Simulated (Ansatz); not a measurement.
# CoO: the cost of one run

Program: Ansatz 0.2.0. Level of theory: DFT PBEsol, scalar-relativistic, plane waves, PAW. These are calculated values, not measurements.

2 further runs of the same task are left out: 2 set aside as unsound or not needed.

## Step 1: The structure to begin with

It takes space group Fm-3m (No. 225, cubic). The conventional cell has a = 4.167 Å, b = 4.167 Å, c = 4.167 Å, α = 90.00°, β = 90.00°, γ = 90.00°. Around Co (site symmetry m-3m) lie 6 O at 2.08 Å. O (site symmetry m-3m) has 6 Co at 2.08 Å as nearest neighbours.

Structure file:

```cif
data_structure
_symmetry_space_group_name_H-M 'Fm-3m'
_symmetry_Int_Tables_number 225
_cell_length_a 4.1669
_cell_length_b 4.1669
_cell_length_c 4.1669
_cell_angle_alpha 90.000
_cell_angle_beta 90.000
_cell_angle_gamma 90.000
_cell_volume 72.35
loop_
_atom_site_label
_atom_site_type_symbol
_atom_site_symmetry_multiplicity
_atom_site_Wyckoff_symbol
_atom_site_fract_x
_atom_site_fract_y
_atom_site_fract_z
_atom_site_occupancy
Co1 Co 4 a 0.00000 0.00000 0.00000 1
O1 O 4 b 0.50000 0.00000 0.00000 1
```

It is the result of an earlier relaxation at this level (volume 9.04 Å³/atom; gap on the mesh: none (metal), site moments up to 2.3 μB).

## Step 2: Static run: bands, density of states and charges

Contents of input.yaml:

```yaml
crystal:
  lattice:
    - [0.0, 2.0834561624, 2.0834561624]
    - [2.0834561624, 0.0, 2.0834561624]
    - [2.0834561624, 2.0834561624, 0.0]
  atoms:
    - { symbol: Co, position: [0.0, 0.0, 0.0], spin: 2.57 }
    - { symbol: O, position: [0.5, 0.5, 0.5], spin: 0.32 }
basis:
  ecutwfc: 420
kpoints:
  mp_grid: { grid: [18, 18, 18] }
  band_path:
    path:
      - [[0.0, 0.0, 0.0], [0.5, 0.0, 0.5], [0.625, 0.25, 0.625]]
      - [[0.375, 0.375, 0.75], [0.0, 0.0, 0.0], [0.5, 0.5, 0.5], [0.5, 0.25, 0.75], [0.5, 0.0, 0.5]]
    npoints: 14
hamiltonian:
  xc: pbesol
scf:
  occupations: { method: gaussian, width: 0.1 }
  n_extra_bands: 6
output:
  forces: true
  stress: true
  eigenvalues: true
  populations: true
  dos: { projected: true, de: 0.02, nscf_kmesh: { grid: [27, 27, 27] } }
  bader: true
magnetization:
  spin_polarized: true
checkpoint:
  read: start.run
  write: ck
  compress: false
  write_wavefunctions: false
  write_every: 100000
```

The run is started by

```bash
ansatz run input.yaml --threads 1 --pin off --max-ram 2560MiB --backend cpu --events-out ev --progress --plain --runs-dir out
```

What time and memory should one allow on 1 thread of Intel Xeon 6975P-C (Granite Rapids), shared host?

About 16 s, with a peak of 0.45 GiB.
